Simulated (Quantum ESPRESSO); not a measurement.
**AlN: dielectric tensor and Born charges under several settings**

```
Al N
1.0
     3.11300    0.00000    0.00000
    -1.55650    2.69594    0.00000
     0.00000    0.00000    4.98100
Al N
2 2
Cartesian
  1.5565 0.8986 2.4905
  0.0000 1.7973 0.0000
  1.5565 0.8986 4.3833
  0.0000 1.7973 1.8928
```

All runs used Quantum ESPRESSO 7.5; potentials GBRV 1.5 PBE; given cell; no spin polarisation; cutoff 612 eV; occupations smeared at first, fixed for the response.

```tsv
level	k mesh (s: shifted)	pressure (GPa)	ε∞ (diagonal)	Born charge of atom 1 (e)	sum of the Born charges (e)
PBE	4 × 4 × 2s	4.3	4.82, 4.82, 4.63	2.56	-0.25
PBE	4 × 4 × 4s	?	?	?	?
PBE	6 × 6 × 4s	4.2	4.51, 4.51, 4.65	2.58	-0.03
PBE	8 × 8 × 6s	4.2	4.46, 4.46, 4.65	2.58	-0.01
PBE	10 × 10 × 6s	4.2	4.46, 4.46, 4.65	2.58	0.00
PBE	12 × 12 × 8s	4.2	4.46, 4.46, 4.65	2.58	0.00
```

Problem. What stands in the row left open?

Solution. Pressure 4.2 GPa; ε∞ 4.85, 4.85, 4.66; Born charge of atom 1 2.56 e; sum of the Born charges -0.26 e.

Caveats: some runs use coarse meshes; the cell is more than 3 GPa from zero pressure, which shifts response properties.

For the row left open. Caveat: the k mesh is coarse (spacing up to 0.58 Å⁻¹), so the values aren't converged; the mesh is thin for the dielectric tensor, Born charges and intensities, which usually come out too large; the cell is more than 3 GPa from zero pressure, which shifts response properties; the Born charges break their sum rule by 0.26 e, a sign of too thin a mesh.
